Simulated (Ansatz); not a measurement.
Moving the Hubbard U on La f in La2O3

```
CELL_PARAMETERS angstrom
3.93078 0.00000 0.00000
-1.96539 3.40415 0.00000
0.00000 0.00000 6.11195
ATOMIC_POSITIONS crystal
La 0.33333 0.66667 0.24624
La 0.66667 0.33333 0.75376
O 0.00000 0.00000 0.00000
O 0.33333 0.66667 0.64589
O 0.66667 0.33333 0.35411
```

The cell is a database's computed one, not the measured one.

Kept alike: task projected density of states; functional PBEsol; k mesh 8 × 8 × 5; occupations fermi-dirac, width 0.05 eV; no spin polarisation. Program: Ansatz, Ansatz PAW, cutoff 420 eV. The mesh is that of the run's cell of 5 atoms. No spin-orbit coupling.

| run | pressure (GPa) |
| --- | --- |
| A | -1.50 |
| B | 0.87 |
| C | -2.51 |
| D | -3.01 |
| E | -0.03 |
| F | -2.01 |
| G | -0.51 |
| H | -1.00 |

Pressure is positive in compression, with a Pulay correction for the finite cutoff. U acts here on a shell without spin polarisation. How U acts hangs on the program's projectors. All rows use potentials made for PBE. U is the effective U - J on orthogonalised atomic projectors. Double counting: fully localised limit (the default).

Task: The runs differ in the Hubbard U on La f alone: 0; 1; 2; 3; 4; 5; 6; 8 eV. Which run is which?

Result: Run A is 3 eV; run B is 8 eV; run C is 1 eV; run D is 0 eV; run E is 6 eV; run F is 2 eV; run G is 5 eV; run H is 4 eV. The pressure rises from -3.01 to 0.87 GPa between 0 and 8 eV. U localises the shell and weakens its bonds, so the cell pushes outwards.
